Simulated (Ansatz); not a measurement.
Start of a relaxation of GaN:

Space group P4/nmm:1 (No. 129). a = 3.908 Å, b = 3.908 Å, c = 4.105 Å, α = 90.00°, β = 90.00°, γ = 90.00°
| atom | site | symmetry | x | y | z |
| --- | --- | --- | --- | --- | --- |
| Ga | 2a | -4m2 | 0.5000 | 0.5000 | 0.0000 |
| N | 2c | 4mm | 0.5000 | 0.0000 | 0.8398 |

Computed with DFT PBE+D3(BJ), scalar-relativistic, plane waves, PAW in Ansatz. Cutoff 420 eV, Gaussian smearing, Γ-centred meshes. Cell and atoms relax first on a coarse mesh and then on a converged one. In between, the cell is made exact in the group found at 0.06 Å. The steps can't lower the symmetry of their start. No spin polarisation.

A guess keeps its type if space group and coordination stay and the shape of the cell changes little (axis ratios within about 15 %, angles within 6°); the volume may change.

Question: Does this structure survive the relaxation?

Answer: It keeps its type. The symmetry stays P4/nmm (No. 129). The volume per atom shrinks by 22.7 %, from 15.7 to 12.1 Å³. The shortest distance goes from 2.06 Å (Ga–N) to 2.00 Å (Ga–N). The ratio c/a of the conventional cell changes by a factor of 0.90. Counting neighbours within 15 % of an atom's shortest distance, the start has Ga 4, N 4 and the end Ga 4, N 4.

Energies over the elements count from the elements' standard structures at the same level (N₂ as a molecule), with no fitted energy shifts.

Question: At what energy does it end?

Answer: +0.221 eV/atom. A positive value: parting into the elements would lower its energy.

The last run used a 10×10×10 mesh for its 4-atom cell and Gaussian smearing of 0.02 eV. Symmetry constrained the relaxation, so the result can be a saddle point.
